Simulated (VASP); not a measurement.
A run of VASP 6.6.1:

INCAR

```
SYSTEM = Ta2N3
  PREC = Accurate
  ENCUT = 600
  EDIFF = 1E-6
  ISMEAR = 0
  SIGMA = 0.03
  LREAL = Auto
  LASPH = .True.
  NELM = 80
  ALGO = Normal
  ISIF = 3
  LWAVE = .False.
  LCHARG = .False.
  IBRION = 2
  NSW = 90
  EDIFFG = -0.01
  KPAR = 8
```

File KPOINTS:

```
regular mesh
0
Gamma
  4 4 4
  0 0 0
```

Contents of POSCAR:

```
Ta2N3
1.0
   -4.9150000000      4.9150000000      4.9150000000
    4.9150000000     -4.9150000000      4.9150000000
    4.9150000000      4.9150000000     -4.9150000000
Ta N
16 24
Direct
    0.2500000000      0.2320000000      0.9820000000
    0.7500000000      0.2680000000      0.5180000000
    0.9820000000      0.2500000000      0.2320000000
    0.5180000000      0.7500000000      0.2680000000
    0.2320000000      0.9820000000      0.2500000000
    0.2680000000      0.5180000000      0.7500000000
    0.7500000000      0.7680000000      0.0180000000
    0.2500000000      0.7320000000      0.4820000000
    0.0180000000      0.7500000000      0.7680000000
    0.4820000000      0.2500000000      0.7320000000
    0.7680000000      0.0180000000      0.7500000000
    0.7320000000      0.4820000000      0.2500000000
    0.5000000000      0.5000000000      0.5000000000
    0.5000000000      0.0000000000      0.0000000000
    0.0000000000      0.5000000000      0.0000000000
    0.0000000000      0.0000000000      0.5000000000
    0.5250000000      0.7650000000      0.5300000000
    0.7350000000      0.9950000000      0.9700000000
    0.9750000000      0.5050000000      0.2400000000
    0.7650000000      0.7350000000      0.2600000000
    0.5300000000      0.5250000000      0.7650000000
    0.9700000000      0.7350000000      0.9950000000
    0.2400000000      0.9750000000      0.5050000000
    0.2600000000      0.7650000000      0.7350000000
    0.7650000000      0.5300000000      0.5250000000
    0.9950000000      0.9700000000      0.7350000000
    0.5050000000      0.2400000000      0.9750000000
    0.7350000000      0.2600000000      0.7650000000
    0.4750000000      0.2350000000      0.4700000000
    0.2650000000      0.0050000000      0.0300000000
    0.0250000000      0.4950000000      0.7600000000
    0.2350000000      0.2650000000      0.7400000000
    0.4700000000      0.4750000000      0.2350000000
    0.0300000000      0.2650000000      0.0050000000
    0.7600000000      0.0250000000      0.4950000000
    0.7400000000      0.2350000000      0.2650000000
    0.2350000000      0.4700000000      0.4750000000
    0.0050000000      0.0300000000      0.2650000000
    0.4950000000      0.7600000000      0.0250000000
    0.2650000000      0.7400000000      0.2350000000
```

Potentials or basis: VASP PAW LDA potentials, release 64 (Ta_pv, N).

The run is started by

```console
$ cat potpaw_LDA.64/Ta_pv/POTCAR potpaw_LDA.64/N/POTCAR > POTCAR
$ mpirun -np 8 vasp_std > vasp.out
```

Hardware: 8 MPI ranks on Intel(R) Xeon(R) 6975P-C (Granite Rapids) (shared host).

Problem. Estimate the wall time of this run.

Solution. Run time: 35 min on 8 MPI ranks on Intel(R) Xeon(R) 6975P-C (Granite Rapids), with other jobs on the host, peak memory 0.95 GiB a rank. Counts: scf iterations 147, k points 8, ion steps 18.
